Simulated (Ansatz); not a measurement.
## Ti (Fm-3m), zone-centre modes

These are results of DFT PBEsol, scalar-relativistic, plane waves, PAW in Ansatz, not measurements. The runs took a 420 eV cutoff, a Γ-centred 24×24×24 mesh and Gaussian smearing (0.15 eV). No spin polarisation.

Zero of the scan (relaxed at this level; this fcc form isn't the usual structure):

```
Ti
1.0
     0.00000   -2.02792   -2.02792
    -2.02792    0.00000   -2.02792
     2.02792    2.02792   -4.05584
Ti
2
Direct
  0.50000 0.50000 0.50000
  0.00000 0.00000 0.00000
```

Harmonic modes by finite displacements of 0.02 Å, without the LO–TO term. The cell doubles the primitive one, so its zone centre also holds the primitive cell's point q = (0, 0, 1/2).

(1) At this geometry, is the structure stable against these modes?

(2) List the wavenumbers in cm⁻¹.

Answers

(1) Yes: no mode is imaginary beyond 10 cm⁻¹, and only the three translations lie near zero.

(2) 0, 0, 0, 92, 92, 178.

Cost: 1 run of about 1.1 core-minutes, on AMD EPYC 9R45 (Zen 5) (shared hosts).